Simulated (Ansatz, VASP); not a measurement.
**One calculation of Sn, two programs**

```
Sn
1.0
     0.00000    2.63170    2.64880
     1.92811    0.00000    2.64880
     1.92811    2.63170    0.00000
Sn
1
Direct
  0.00000 0.00000 0.00000
```

Alike in both runs: functional r2SCAN; k mesh 6 × 6 × 6; occupations gaussian, width 0.1 eV; no spin polarisation.

Ansatz relaxed the structure, and its values are those at the end. VASP's run is a single point on that final structure, the one shown.

|  | VASP | Ansatz |
| --- | --- | --- |
| version | VASP 6.6.1 | Ansatz 0.2.0 |
| potentials or method | VASP PAW PBE potentials, release 64 (Sn_d) | scalar-relativistic, plane waves, PAW |
| plane-wave cutoff (eV) | 520 | 500 |
| valence electrons in the cell | 14 | 14 |

|  | VASP | Ansatz | Ansatz less VASP |
| --- | --- | --- | --- |
| gap on the k mesh at the Fermi level (eV) | none | none | - |
| pressure (GPa) | 0.2 | 0.2 | -0.01 |

A gap of «none» marks a metal or a gap that the smearing closes.

Caveats: the k mesh is coarse (spacing up to 0.39 Å⁻¹), so the values aren't converged; the PAW data sets were made with another functional, which shifts forces and pressure a little (VASP).
